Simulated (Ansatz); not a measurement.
Ag:

```
Ag
1.0
     0.01219    2.01916    2.01332
     2.06263   -0.02025    2.04576
     2.05388    2.04285   -0.01150
Ag
1
Direct
  0.03651 0.01661 0.94316
```

The cell isn't the ideal one: cell strained at random at fixed volume.

* Program: Ansatz 0.2.0
* Task: relaxation of cell and atoms
* Functional: RPBE
* Potentials or basis: all-electron LAPW, scalar-relativistic
* Basis error allowed: 0.0005 eV/atom
* k mesh: 11 × 11 × 11
* Occupations: fermi-dirac, width 0.01 eV
* Spin: no spin polarisation
* Hubbard terms: Ag d U = 4 eV

At the start: volume 17.05 Å³/atom.

Task: Where does the relaxation end?

Result: Over 10 steps the energy falls by 40.5 meV/atom and the volume is 18.68 Å³/atom (+9.6 %); space group Immm (No. 71, to 0.05 Å).

Step by step:
| step | energy change (eV) | largest force (eV/Å) | volume (Å³) |
| --- | --- | --- | --- |
| 1 | 0.0000 | 0.0000 | 17.05 |
| 2 | -0.0332 | 0.0000 | 19.39 |
| 3 | -0.0391 | 0.0000 | 18.82 |
| 4 | -0.0394 | 0.0000 | 18.74 |
| 5 | -0.0400 | 0.0000 | 18.68 |
| 6 | -0.0403 | 0.0000 | 18.70 |
| 7 | -0.0404 | 0.0000 | 18.69 |
| 8 | -0.0405 | 0.0000 | 18.67 |
| 9 | -0.0405 | 0.0000 | 18.68 |
| 10 | -0.0405 | 0.0000 | 18.68 |

Final structure:
```
Ag
1.0
     0.02728    2.06467    2.10977
     2.17230    0.00019    2.13760
     2.14456    2.06448    0.02729
Ag
1
Direct
  0.03651 0.01660 0.94316
```

Caveat: U is the effective U less J, on atomic orbitals that reach past the spheres; U without spin polarisation on a metal has little footing; the U is typed as a test and isn't derived for this compound.
